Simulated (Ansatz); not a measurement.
H started on an O site in cubic perovskite BaTiO3, 40 atoms, charge +1

All numbers come from Ansatz (PAW, plane waves, no spin–orbit coupling) at the single k point (¼, ¼, ¼) without its symmetry partners. The atoms were relaxed with PBEsol in a fixed cell; other functionals are single points on those atoms unless said otherwise. The valence top and gap of the host come from its small cell on a dense mesh, with the band extrema sought between the mesh points, lined up by the mean potential, PBEsol gap 1.81 eV, HSE06 gap 3.27 eV, r²SCAN gap 2.22 eV. The charge correction uses an assumed dielectric constant of 300.

Cell: a = 7.940 Å, b = 7.940 Å, c = 7.940 Å, α = 90.00°, β = 90.00°, γ = 90.00°.

Nearest atoms after relaxation, from the placed atom (for vacancies from the middle of the vacant sites): Ti at 2.07 Å, Ti at 2.10 Å, O at 2.74 Å, O at 2.74 Å, O at 2.74 Å, O at 2.74 Å, Ba at 2.78 Å, O at 2.78 Å.

Chemical potentials μ are those of reference phases of the elements at zero temperature by the same functional (the usual solids, diamond for C, grey Sn, and the molecules H2, N2, O2, F2, Cl2, Br2 and S8).

```csv
functional,E(defect) − E(host) − Σ nμ + q·E_VBM (eV),monopole (eV),alignment (eV),formation energy at E_F = VBM (eV),moment (μB),"wall time, shared host"
PBEsol,1.86,0.01,-0.14,1.73,0 (no spin),38 s on NVIDIA H100 (relaxation)
HSE06,0.76,0.01,-0.14,0.63,0 (no spin),34 s on NVIDIA H100
r²SCAN,1.83,0.01,-0.14,1.70,0 (no spin),36 s on 2 threads of EPYC 7R13
```

Problem. How does the monopole term follow by hand for this cubic cell?

Solution. q²·α·e²/(4πε₀)/(2εL) with the Madelung constant α = 2.837 and e²/4πε₀ = 14.40 eV·Å: 1 × 2.837 × 14.40 / (2 × 300 × 7.940) = 0.01 eV.

HSE06 one-electron levels near the gap (the ten most localised at most), from the host's valence top, not corrected for the charge's images:

| level (eV) | spin | filling | atoms sharing it | element of the atom with most weight |
| --- | --- | --- | --- | --- |
| -0.26 | both | 2.00 | 13.8 | spread |
| -0.26 | both | 2.00 | 18.4 | spread |
| -0.23 | both | 2.00 | 18.4 | spread |

r²SCAN one-electron levels near the gap (the ten most localised at most), from the host's valence top, not corrected for the charge's images:

```tsv
level (eV)	spin	filling	atoms sharing it	element of the atom with most weight
-0.29	both	2.00	20.0	spread
-0.24	both	2.00	18.4	spread
-0.21	both	2.00	18.8	spread
```

All elements are taken at their own reference at once; growth conditions in equilibrium with the host shift these energies, by up to the host's formation enthalpy.

The ideal cubic host may itself distort, and that gain is in these energies.

One k point and a cell of this size can leave errors of several tenths of an eV in such numbers.
